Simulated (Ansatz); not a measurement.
# FeGe: band structure with PBEsol

The system is FeGe.

```
CELL_PARAMETERS angstrom
4.99760 0.00000 0.00000
-2.49880 4.32805 0.00000
0.00000 0.00000 4.11576
ATOMIC_POSITIONS crystal
Ge 0.66667 0.33333 0.50000
Ge 0.33333 0.66667 0.50000
Ge 0.00000 0.00000 0.00000
Fe 0.00000 0.50000 0.00000
Fe 0.50000 0.50000 0.00000
Fe 0.50000 0.00000 0.00000
```

The cell is a database's computed one.

```yaml
Program: Ansatz 0.2.0
Task: band structure
Functional: PBEsol
Potentials_or_basis: all-electron LAPW, scalar-relativistic
Cutoff: 280 eV (chosen from the basis error)
Basis_error_allowed: 0.002 eV/atom
k_mesh: 6 × 6 × 7
Occupations: fermi-dirac, width 0.05 eV
Spin: collinear spin, ferromagnetic start
Starting_moments: "[0.0, 0.0, 0.0, 3.0, 3.0, 3.0] μB"
```

```yaml
Pressure: -10.2 GPa
Band_gap_along_the_path: none (metal or under the smearing width)
Net_moment: 4.27 μB per cell
Absolute_moment: 4.91 μB per cell
Site_moments: Ge -0.05, -0.09; Fe +1.52 μB
```

Stress tensor (GPa, compression positive):
```
 -9.94   0.00   0.00
  0.00  -9.94   0.00
  0.00   0.00 -10.57
```

Levels at the corners of the path, in eV from the Fermi level:
Spin up:
| point | band 55 | band 56 | band 57 | band 58 | band 59 | band 60 | band 61 | band 62 | band 63 | band 64 |
| --- | --- | --- | --- | --- | --- | --- | --- | --- | --- | --- |
| Γ | -1.49 | -1.27 | -1.23 | -1.23 | -0.25 | 0.20 | 1.21 | 1.21 | 2.71 | 3.01 |
| M | -1.76 | -1.31 | -1.24 | 0.43 | 0.45 | 0.88 | 1.37 | 1.65 | 2.89 | 3.51 |
| K | -1.91 | -1.54 | -1.07 | 0.56 | 0.79 | 0.79 | 1.37 | 1.37 | 1.93 | 2.82 |
| Γ | -1.49 | -1.27 | -1.23 | -1.23 | -0.25 | 0.20 | 1.21 | 1.21 | 2.71 | 3.01 |
| A | -1.66 | -1.37 | -1.37 | -1.31 | -1.30 | -1.30 | -0.42 | -0.16 | 0.20 | 0.74 |
| L | -1.71 | -1.61 | -1.29 | -1.29 | -1.20 | -1.05 | -0.03 | 1.03 | 3.15 | 4.25 |
| H | -1.54 | -1.54 | -1.54 | -1.54 | -1.25 | -1.02 | 1.11 | 2.63 | 2.63 | 3.26 |
| A | -1.66 | -1.37 | -1.37 | -1.31 | -1.30 | -1.30 | -0.42 | -0.16 | 0.20 | 0.74 |
Spin down:
```csv
point,band 51,band 52,band 53,band 54,band 55,band 56,band 57,band 58,band 59,band 60
Γ,-2.26,-1.41,-1.41,0.26,0.26,0.40,0.54,0.54,0.98,1.35
M,-1.92,-1.56,-0.77,-0.38,-0.33,0.23,0.51,1.37,1.44,1.63
K,-2.13,-0.91,-0.91,-0.49,-0.49,0.19,0.72,1.41,1.47,1.47
Γ,-2.26,-1.41,-1.41,0.26,0.26,0.40,0.54,0.54,0.98,1.35
A,-2.01,-1.86,-1.86,-0.52,-0.52,-0.49,0.33,0.33,0.35,0.44
L,-1.35,-0.93,-0.93,-0.91,-0.54,-0.39,0.05,0.24,0.38,0.42
H,-1.23,-1.23,-0.55,-0.54,-0.54,-0.23,-0.21,0.02,0.02,0.79
A,-2.01,-1.86,-1.86,-0.52,-0.52,-0.49,0.33,0.33,0.35,0.44
```

Run time: 2.1 min on 4 threads of Intel(R) Xeon(R) Processor @ 2.50GHz (Skylake/Cascade Lake), on a shared host, peak memory 1.1 GiB.
